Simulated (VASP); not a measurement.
Runs of VASP 6.6.1 on Os. Symmetry: P6_3/mmc, No. 194, hexagonal system. Conventional cell: a = 2.734 Å, b = 2.734 Å, c = 4.320 Å, α = 90.00°, β = 90.00°, γ = 120.00°. Os (site symmetry -6m2) is surrounded by 12 Os at 2.68 to 2.73 Å. 

| task | level | cell | cutoff (eV) | gap on the mesh (eV) | pressure (GPa) | relaxed volume (Å³/atom) |
| --- | --- | --- | --- | --- | --- | --- |
| relaxation of cell and atoms | optPBE-vdW | relaxed | 600 | none | 0.0 | 14.47 |
| relaxation of cell and atoms | PBE+rVV10 | relaxed | 600 | none | 0.0 | (a) |
| relaxation of cell and atoms | rSCAN | relaxed | 600 | none | 0.0 | (c) |
| relaxation of cell and atoms | SCAN | relaxed | 600 | none | 0.0 | 13.68 |
| relaxation of cell and atoms | BEEF-vdW | relaxed | 600 | none | 0.0 | (b) |
| relaxation of cell and atoms | PBE+TS | relaxed | 600 | none | 0.0 | 13.77 |
| relaxation of cell and atoms | optB86b-vdW | relaxed | 600 | none | 0.0 | 14.18 |
| band structure | rSCAN | as given | 520 | - | 1.9 | - |

Alike in all rows: potentials or basis VASP PAW PBE potentials, release 64 (Os); no spin polarisation; k mesh 11 × 11 × 6; smearing fermi-dirac 0.05 eV.

Task: Estimate the missing entries.

Result: (a) 14.21; (b) 14.31; (c) 14.05.

Caveats: the PAW data sets were made with another functional, which shifts forces and pressure a little (some runs); pairwise dispersion overbinds metals, which lowers pressure and volume (some runs); atom-pairwise D2, TS and ULG terms overbind metals (some runs); spin-orbit coupling is left out, which moves the levels of the heavy elements (some runs).

A k mesh can miss the band edges, and the runs leave out spin-orbit coupling on Os.

A gap of «none» marks a metal or a gap under the smearing width.
